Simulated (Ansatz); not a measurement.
# RbBr (Fm-3m): the dielectric response by several routes

Aim: the electronic dielectric constant of RbBr (Fm-3m) by perturbation theory, a sum over states and the RPA step of G0W0.

Main program and level: Ansatz 0.2.0; linear response on PBE, plane waves, PAW.

The database entry behind the starting cell differs from later determinations by our own check (about 0.5 % short), so it need not match the best structure at ambient conditions.

### Step 1. Set-up

The structure is cubic, space group Fm-3m (No. 225). Conventional cell: a = 6.854 Å, b = 6.854 Å, c = 6.854 Å, α = 90.00°, β = 90.00°, γ = 90.00°. Rb has 6 Br at 3.43 Å nearest. Nearest to Br lie 6 Rb at 3.43 Å. Farther neighbours and most contacts between anions are not listed.

The cell and positions come from the Crystallography Open Database and are kept as given unless a step says otherwise.

### Step 2. Response to a homogeneous field

ε∞ sets how strongly the crystal screens. Perturbation theory gives it with local fields and without a sum over empty bands.

This step: dielectric response by perturbation theory, PBE, plane waves, PAW; PAW set soft_1.

input.yaml reads:

```yaml
crystal:
  lattice:
    - [0.0, 3.427, 3.427]
    - [3.427, 0.0, 3.427]
    - [3.427, 3.427, 0.0]
  atoms:
    - { symbol: Rb, position: [0.0, 0.0, 0.0] }
    - { symbol: Br, position: [0.5, 0.5, 0.5] }
kpoints:
  mp_grid: { grid: [6, 6, 6] }
hamiltonian:
  xc: pbe
  pseudopotentials: { kind: paw, azcp: { folder: soft_1 } }
scf:
  occupations: { method: fixed }
dielectric: {}
```

Run with:

```sh
$ ansatz run input.yaml --threads 24 --pin off --max-ram 82944MiB --backend cuda --events-out ev --progress --plain --runs-dir out --devices 1 --max-vram 78GiB
```

Numbers of over 12 decimals in the logs are rounded to 6 here.

Output:

```text
GPUs: using 1 of 1 available (devices: 1).
Engine: ansatz 0.2.0, aarch64-unknown-linux-gnu
Pseudopotentials: kind: paw
Pseudopotential: Rb, paw, valence charge 9, recommended cutoff 420 eV (normal), soft_1/Rb.paw.azcp
Pseudopotential: Br, paw, valence charge 7, recommended cutoff 420 eV (normal), soft_1/Br.paw.azcp
Functional definition: PBE
  parameter kappa = 0.804
  parameter beta = 0.066725
  exchange = pbe_x(kappa = kappa, mu = beta*pi^2/3)
  correlation = pbe_c(beta = beta)
device memory: the entry about to start is reckoned to put 0.7 GiB on a device that reports 174.5 GiB free (of which the cap on the GPU budget leaves the run 78.0 GiB)
GPU FFT provider: cuFFT
GPU libraries: cuBLAS 13.8.1, cuFFT 12.4.0, cuSOLVER 12.3.2
GPU matrix products: emulated (plane waves: as basis.precision tells), large ones in fixed point in workspaces of 1.00 GiB
Crystal: 2 atoms, lattice volume = 80.496 Å³
Basis set: ecut = 420 eV, 1591 PW (Γ), exchange–correlation on 72×72×72 points (8 copies of the dense FFT grid, shifted against one another)
Bands: 12, of which v1, the nominal top of the filled ones, is band 8 counted from 1 (7 counted from 0)
Symmetry: 48 space group operations
k-points: 30 of 216 (irreducible under 8 space group operations, time reversal used)
Non-local potential: Rb, projectors of the file, l = 0: 3, l = 1: 2, l = 2: 2
Non-local potential: Br, projectors of the file, l = 0: 2, l = 1: 2, l = 2: 2
PAW form: soft (Blöchl's): semilocal exchange-correlation on the pseudo side does not see the compensation charge
PAW one-centre angular grid: Rb, 110 points (default); XC on 64 Gauss nodes
PAW one-centre angular grid: Br, 110 points (default); XC on 64 Gauss nodes
Initial density: superposition of atomic densities (chi_scale 0.1, normalization cell, long waves kept (reshape's long-wave potential 0.00 eV rms))
Initial wavefunctions: pseudopotential atomic-orbital guess
GPU buffer pool allocated for 46656 grid points (all kernels)
GPU transforms: local potential and band sums: pruned to the plane-wave sphere, on 36×36×36
Functional: x = pbe(κ = 0.804, μ = 0.219515), c = pbe(β = 0.066725)
SCF iter   1: F=—  HF=-6054.613738 eV  |F-HF|=—  |Δ(HF+E_count)|=         —  Δρ=2.89e-2  dr2=1.32e0  ethr=3.10e-3  ⟨swp⟩=4.9  Hψ=1952  notcnv=0  defer=53
preconditioner: auto → none  [insulator: Δε(μ)=3.322 eV  Ē_g=13.280 eV  n_scr=14 (ndim 8)  ℏωp=15.5 eV  f_vac=0.000  ε∞_Penn≈2.4]
SCF iter   2: F=—  HF=-6054.081683 eV  |F-HF|=—  |Δ(HF+E_count)|=   5.32e-1  Δρ=7.44e-3  dr2=7.22e-2  ethr=3.10e-3  ⟨swp⟩=3.0  Hψ=1000  notcnv=0  defer=49
SCF iter   3: F=—  HF=-6054.077522 eV  |F-HF|=—  |Δ(HF+E_count)|=   4.16e-3  Δρ=3.38e-3  dr2=9.97e-3  ethr=4.51e-4  ⟨swp⟩=2.0  Hψ=515  notcnv=0  defer=55
SCF iter   4: F=—  HF=-6054.083592 eV  |F-HF|=—  |Δ(HF+E_count)|=   6.07e-3  Δρ=9.29e-4  dr2=1.00e-3  ethr=6.23e-5  ⟨swp⟩=2.4  Hψ=527  notcnv=0  defer=55
SCF iter   5: F=—  HF=-6054.084530 eV  |F-HF|=—  |Δ(HF+E_count)|=   9.38e-4  Δρ=1.11e-4  dr2=1.31e-5  ethr=6.27e-6  ⟨swp⟩=3.1  Hψ=671  notcnv=0  defer=58
SCF iter   6: F=—  HF=-6054.084559 eV  |F-HF|=—  |Δ(HF+E_count)|=   2.97e-5  Δρ=1.18e-5  dr2=1.69e-7  ethr=8.21e-8  ⟨swp⟩=2.0  Hψ=653  notcnv=0  defer=55
SCF iter   7: F=—  HF=-6054.084585 eV  |F-HF|=—  |Δ(HF+E_count)|=   2.57e-5  Δρ=1.25e-6  dr2=1.80e-9  ethr=1.06e-9  ⟨swp⟩=2.5  Hψ=606  notcnv=0  defer=2
SCF iter   8: F=-6054.084585 eV  HF=-6054.084585 eV  |F-HF|=3.64e-12  |Δ(HF+E_count)|=  5.21e-10  Δρ=9.37e-8  dr2=5.49e-12  ethr=1.00e-12  ⟨swp⟩=7.0  Hψ=1774  notcnv=0
SCF 1 converged in 8 iterations: F = -6054.084585 eV  dr2 = 5.49e-12
  greatest PAW one-centre occupation: 0.973 electrons in one spin orbital (limit 2), on the Rb atom at site 0 (counted from 0), in its partial waves of l = 0
the response reads at least the filled bands of the reference SCF and the lowest empty band at each k-point, and that SCF's band table does not vouch for those bands. The notice of the band table in this run's record says why
device memory: the entry about to start is reckoned to put 0.3 GiB on a device that reports 172.1 GiB free (of which the cap on the GPU budget leaves the run 78.0 GiB)
NSCF: frozen V_eff on 1 k-points
device memory: the entry about to start is reckoned to put 0.3 GiB on a device that reports 172.1 GiB free (of which the cap on the GPU budget leaves the run 78.0 GiB)
NSCF: frozen V_eff on 1 k-points
device memory: the entry about to start is reckoned to put 0.1 GiB on a device that reports 172.1 GiB free (of which the cap on the GPU budget leaves the run 78.0 GiB)
device memory: the entry about to start is reckoned to put 4.7 GiB on a device that reports 172.1 GiB free (of which the cap on the GPU budget leaves the run 78.0 GiB)
DFPT response loops at Γ: preconditioner auto → none (the input reference at scf.mixing.eps_inf says where Resta's filter doesn't serve); β = 0.50; Broyden in place of MSR1
SCF converged after 8 iterations
Free energy (F): -6054.084585 eV
Harris-Foulkes:  -6054.084585 eV  (|F-HF|=3.64e-12)
Internal energy: -6054.084585 eV  (E = F + TS)
E sigma→0 (E₀):  -6054.084585 eV
Fermi energy:    1.245725 eV
--- Per-component energies (eV) ---
  E_band       = -106.747962
  E_kinetic    = 313.997879
  E_local      = -782.293393  (includes V_loc(G=0)·N_el)
  E_nonlocal   = 238.889061
  E_hartree    = 203.875352
  E_xc         = -322.288058
  E_vxc        = -239.746742  (∫ρ·V_xc dr)
  E_paw        = -4935.925960  (= ΣΔE_a)
  E_vpaw       = -45.345433  (= ΣTr[D̂ρ^β])
  E_aug_tail   = -0.000018  (compensation charges beyond the density's cutoff)
  E_ewald      = -770.339449
  E_smearing   = -0.000000  (= −TS)
  E_closure    = 0.000000  (closes the sum)
  Σ components = -6054.084585   (vs F -6054.084585, Δ=0.00e0)
--- Band table (eV; the first three rows and the last of 30) ---
  k-point 0: bands = [... 4 lower, -7.2437, 1.2457, 1.2457, 1.2457, 5.6104, 8.5285, 8.5285, 8.5285]
  k-point 1: bands = [... 4 lower, -7.2317, 0.9422, 1.1513, 1.1513, 6.2506, 8.3946, 8.8561, 8.8561]
  k-point 2: bands = [... 4 lower, -7.2078, 0.4609, 0.9747, 0.9747, 7.4981, 8.5513, 9.7689, 9.7689]
  k-point 29: bands = [... 4 lower, -7.2480, 0.8301, 0.8339, 0.9834, 7.5579, 9.1164, 9.2311, 10.1919]
--- Dielectric response (ions clamped): 1 representative field direction + reference, on 30 of 216 k-points (Σ response iterations 7) ---
  k mesh reduced under 8 symmetry operations, with k and −k counted as one. Each operation leaves every solved perturbation unchanged. A smaller set is not considered because the run solves the response to a homogeneous field
  ε∞ (high-frequency dielectric tensor):
        2.547096    -0.000000    -0.000000
       -0.000000     2.547096    -0.000000
        0.000000     0.000000     2.547096
  Born effective charges Z* (e; rows j = field, columns β = displacement):
    site 0:
         1.15614    0.00000   -0.00000
         0.00000    1.15614    0.00000
         0.00000   -0.00000    1.15614
    site 1:
        -1.15614   -0.00000    0.00000
         0.00000   -1.15614   -0.00000
         0.00000    0.00000   -1.15614
  Z* charge neutrality: 7.831e-5 e pre-enforcement
  k-mesh period / interband length: 29.1 Å / 1.38 Å = 21.11 at k = (0.0000, 0.0000, 0.0000), direct gap 4.365 eV — 14 or more, which is no proof of convergence
```

Wall time 1.9 s (1 × NVIDIA GB200 (shared by 2 runs) with 24 threads of Arm Neoverse V2, shared host); peak memory 1.1 GiB.

One over ε∞ averages 0.39, above the quarter of exact exchange in PBE0, which should therefore fall short.

High-frequency dielectric tensor:

```
2.55 0.00 0.00
0.00 2.55 0.00
0.00 0.00 2.55
```

Born effective charge (e), principal values of the symmetric part by kind of site:

```csv
atom,atoms with these values,low,middle,high,mean
Rb1,1,1.16,1.16,1.16,1.16
Br2,1,-1.16,-1.16,-1.16,-1.16
```

In full for Rb1:

```
1.16 0.00 0.00
0.00 1.16 0.00
0.00 0.00 1.16
```

### Step 3. Independent-particle spectrum

The independent-particle spectrum shows where the oscillator strength lies, before excitons and local fields.

This step: independent-particle optics on PBE, plane waves, PAW; PAW set soft_1.

input.yaml: that of step 2 with these lines changed.

```diff
@@ -15,2 +15,4 @@
   occupations: { method: fixed }
-dielectric: {}
+  n_extra_bands: 55
+output:
+  optics: { e_range: [0, 25], de: 0.1, sigma: 0.2 }
```

Output:

```text
[...]
GPUs: using 1 of 1 available (devices: 1).
[...]
GPU FFT provider: cuFFT
GPU libraries: cuBLAS 13.8.1, cuFFT 12.4.0, cuSOLVER 12.3.2
[...]
Crystal: 2 atoms, lattice volume = 80.496 Å³
Basis set: ecut = 420 eV, 1591 PW (Γ)
Bands: 63, of which v1, the nominal top of the filled ones, is band 8 counted from 1 (7 counted from 0)
[... 1 set-up line as in the run before ...]
[...]
k-points: 16 of 216
[...]
GPU buffer pool allocated for 46656 grid points (all kernels)
[...]
SCF iter   1: F=—  HF=-6054.612904 eV  |F-HF|=—  |Δ(HF+E_count)|=         —  Δρ=2.87e-2  dr2=1.29e0  ethr=3.10e-3  ⟨swp⟩=5.8  Hψ=3617  notcnv=0  defer=841
[...]
SCF iter   8: F=-6054.084604 eV  HF=-6054.084604 eV  |F-HF|=7.28e-12  |Δ(HF+E_count)|=  5.55e-10  Δρ=1.26e-7  dr2=4.56e-12  ethr=1.00e-12  ⟨swp⟩=12.9  Hψ=8332  notcnv=0
SCF 1 converged in 8 iterations: F = -6054.084604 eV  dr2 = 4.56e-12
[...]
Optics k sum: 0 of 16 k-points
Optics k sum: 1 of 16 k-points
[...]
Optics k sum: 16 of 16 k-points
[...]
SCF converged after 8 iterations
Free energy (F): -6054.084604 eV
[...]
Internal energy: -6054.084604 eV  (E = F + TS)
E sigma→0 (E₀):  -6054.084604 eV
Fermi energy:    1.245729 eV
[...]
--- Band table (eV; the first three rows and the last of 16) ---
  k-point 0: bands = [... 4 lower, -7.2437, 1.2457, 1.2457, 1.2457, 5.6103, 8.5285, 8.5285, 8.5285, ... 51 higher]
  k-point 1: bands = [... 4 lower, -7.2317, 0.9422, 1.1513, 1.1513, 6.2505, 8.3946, 8.8561, 8.8561, ... 51 higher]
  k-point 2: bands = [... 4 lower, -7.2078, 0.4609, 0.9747, 0.9747, 7.4981, 8.5512, 9.7688, 9.7688, ... 51 higher]
  k-point 15: bands = [... 4 lower, -7.2480, 0.8301, 0.8339, 0.9834, 7.5578, 9.1163, 9.2310, 10.1919, ... 51 higher]
```

Wall time 2.4 s (1 × NVIDIA GB200 (shared by 2 runs) with 24 threads); peak memory 1.5 GiB; 11 s of CPU time.

Numbers from this step:

| Property | Result |
| --- | --- |
| ε∞ without local fields (xx, yy, zz) | 2.819, 2.819, 2.819 |
| electrons in the f-sum (xx, yy, zz) | 15.31, 15.31, 15.31 |
| bands in the explicit sum (the static value is completed to all bands) | 63 |

The sum gives ε∞ = 2.82 without local fields.

The ε₂, xx=yy=zz has structure finer than the step of the table below, so its rows give means over 0.5 eV, whole bins alone (the curve runs from 0 to 25 eV). Peaks (eV: height): 7.20: 4.50, 9.20: 4.60, 14.50: 2.50, 17.60: 2.60, 19.60: 2.02.

Independent particles, no local fields, Gaussian width 0.2 eV. ε₂, xx=yy=zz against photon energy; means over each step:

```csv
photon energy (eV),"ε₂, xx=yy=zz"
3.5,0
4.0,0.00828
4.5,0.261
5.0,0.611
5.5,0.888
6.0,1.79
6.5,2.79
7.0,4.00
7.5,3.07
8.0,1.78
8.5,2.30
9.0,4.16
9.5,3.90
10.0,2.57
10.5,1.39
11.0,0.825
11.5,0.882
12.0,0.893
12.5,0.936
13.0,0.613
13.5,0.460
14.0,1.39
14.5,2.37
15.0,1.94
15.5,1.81
16.0,1.24
16.5,0.804
17.0,1.52
17.5,2.40
18.0,2.08
18.5,1.30
19.0,1.06
19.5,1.74
20.0,0.994
20.5,0.798
21.0,0.740
21.5,0.357
22.0,0.315
22.5,0.471
23.0,0.405
23.5,0.305
24.0,0.249
24.5,0.192
```

The loss function, xx=yy=zz has structure finer than the step of the table below, so its rows give means over 1 eV, whole bins alone (the curve runs from 0 to 25 eV). Peaks (eV: height): 10.9: 1.12, 16.2: 0.854, 18.8: 0.955, 21.7: 3.77, 23.3: 2.24.

Independent particles, no local fields, Gaussian width 0.2 eV. The loss function, xx=yy=zz by photon energy; means over each step:

```csv
photon energy (eV),"loss function, xx=yy=zz"
3,0
4,0.00263
5,0.0350
6,0.0708
7,0.162
8,0.246
9,0.181
10,0.411
11,0.866
12,0.533
13,0.384
14,0.174
15,0.415
16,0.670
17,0.324
18,0.498
19,0.788
20,0.912
21,1.42
22,2.33
23,2.03
24,1.77
```

Independent particles, no local fields, Gaussian width 0.2 eV. The ε₁, xx=yy=zz by photon energy:

```csv
photon energy (eV),"ε₁, xx=yy=zz"
0,2.82
1,2.84
2,2.93
3,3.10
4,3.49
5,4.03
6,4.75
7,3.63
8,1.74
9,2.49
10,-0.643
11,0.321
12,0.910
13,1.07
14,2.66
15,0.890
16,0.397
17,1.63
18,-0.0685
19,0.302
20,-0.481
21,-0.311
22,0.252
23,0.164
24,0.265
25,0.437
```

### Step 4. RPA screening from the G0W0 run

Now the one-shot GW correction: screening in the RPA, then the self-energy of the levels asked for. This step takes PAW set soft_1 files.

This step: G0W0 on PBE, plane waves, PAW; PAW set soft_1.

input.yaml, the sections that differ from step 3:

```yaml
kpoints:
  mp_grid: { grid: [4, 4, 4] }
scf:
  occupations: { method: fixed }
gw:
  n_empty_bands: 516
  ecut_chi: 200.0
  qp_bands: [v2, c2]
  qp_kpoints: band_edges
  screening: { model: contour_deformation }
# crystal, hamiltonian: as in step 3
# output: removed
```

Output:

```text
GPUs: using 1 of 1 available (devices: 1).
[...]
GPU FFT provider: cuFFT
GPU libraries: cuBLAS 13.8.1, cuFFT 12.4.0, cuSOLVER 12.3.2
[...]
Crystal: 2 atoms, lattice volume = 80.496 Å³
Basis set: ecut = 420 eV, 1591 PW (Γ)
Bands: 12, of which v1, the nominal top of the filled ones, is band 8 counted from 1 (7 counted from 0)
[... 1 set-up line as in the run before ...]
[...]
k-points: 8 of 64
[...]
1    10      8.3956    -3.8680    -3.1965    -7.8106  0.8509     9.1473     9.1416  root
[...]
7     7      0.8994   -18.8953     1.9476   -14.8662  0.8017    -1.2486    -1.1822  root
     7     8      0.8994   -18.8953     1.9476   -14.8662  0.8017    -1.2486    -1.1822  root
     7     9      8.3289    -3.9026    -3.1730    -7.7698  0.8501     9.0282     9.0232  root
     7    10      8.3289    -3.9026    -3.1730    -7.7698  0.8501     9.0282     9.0232  root
[key lines of the parts left out:]
SCF converged after 7 iterations
Free energy (F): -6054.084361 eV
Fermi energy:    1.246185 eV
```

The job ended after 4.9 s (1 × NVIDIA GB200 (shared by 2 runs) with 24 threads; peak memory 1.8 GiB).

This step gave:

* bands summed: 524
* RPA ε∞ on this mesh (eigenvalues): 2.358, 2.358, 2.358
* plane waves in the screening matrix: 531
* G0W0 gap on the mesh: 6.906 eV
* k of the valence top: 0, 0, 0
* k of the conduction bottom: 0, 0, 0
* starting gap on the mesh: 4.364 eV
* least direct G0W0 gap on the computed points: 6.906 eV

The gap on the mesh goes from 4.36 eV to 6.91 eV, a correction of +2.54 eV. Between the two edge states, bare exchange in place of the xc potential would open the gap by 7.42 eV, and correlation takes back 4.88 eV.

Mean over the mesh in bins of 0.25 1/Å. Static inverse dielectric function, diagonal against length of q+G:

```csv
length of q+G (Å⁻¹),"static inverse dielectric function, diagonal"
0.42,0.458
0.74,0.505
1.04,0.562
1.29,0.619
1.47,0.654
1.71,0.706
2.00,0.761
2.29,0.806
2.53,0.836
2.76,0.859
3.01,0.881
3.27,0.900
3.51,0.914
3.74,0.927
4.00,0.938
4.26,0.948
4.51,0.956
4.75,0.963
5.01,0.969
5.26,0.974
5.50,0.978
5.75,0.981
5.99,0.984
6.24,0.987
6.50,0.990
6.75,0.992
7.00,0.993
7.18,0.994
```

### Step 5. The values together

Times are wall times on 1 × NVIDIA GB200 (shared by 2 runs) with 24 threads of Arm Neoverse V2, shared host, good to a factor of about two.

```csv
method,mesh,"ε∞, low",middle,high,mean,time
perturbation theory (local fields and xc kernel),6×6×6,2.55,2.55,2.55,2.55,1.9 s
sum over states (no local fields),6×6×6,2.82,2.82,2.82,2.82,2.4 s
"RPA with local fields, on the GW mesh",4×4×4,2.36,2.36,2.36,2.36,4.9 s
```

### Step 6. Summary of results

```json
{
 "perturbation theory (local fields and xc kernel)": "2.55, 2.55, 2.55",
 "sum over states (no local fields)": "2.82, 2.82, 2.82",
 "RPA with local fields, on the GW mesh": "2.36, 2.36, 2.36"
}
```

In words: Mean Born effective charge: Rb1 1.16, Br2 -1.16 e. The most distinct maxima of the ε₂, xx=yy=zz lie at 7.2, 9.2, 14.5, 17.6 and 19.6 eV, the highest at 9.2 eV. Distinct peaks of the loss function, xx=yy=zz stand at 10.9, 16.2, 18.8, 21.7 and 23.3 eV; the one at 21.7 eV is strongest. The sum without local fields gives 2.82 in the mean against 2.55 by perturbation theory; local fields lower ε∞ and the xc kernel gives part of it back, though the sum also carries the error of its own mesh. The RPA values on the 4×4×4 mesh average 0.93 times those of perturbation theory (means 2.36 and 2.55). Without the xc kernel RPA should lie a little lower, as the mean does. PBE usually puts the gap too low, which tends to raise ε∞. Ions are clamped, so the lattice part of the static constant is not in these numbers.

[Paths, hosts, dates, memory and timing lines, banners, echoed tables and standing remarks are left out of the program output.]

[Logs are printed without paths, hosts, clocks, repeated set-up lines and the standing remarks that a program may print on its own settings, such as how far it seeks lower states.]

[Runs of the session that timed out or met a known fault of the program may be left out.]

[Cells called generated may have been cut or substituted from an entry of the Crystallography Open Database or the Materials Project.]

[Hosts, paths, dates, database ids (printed as entryN), source tags and the programs' standing remarks are cut or masked in the printed files.]
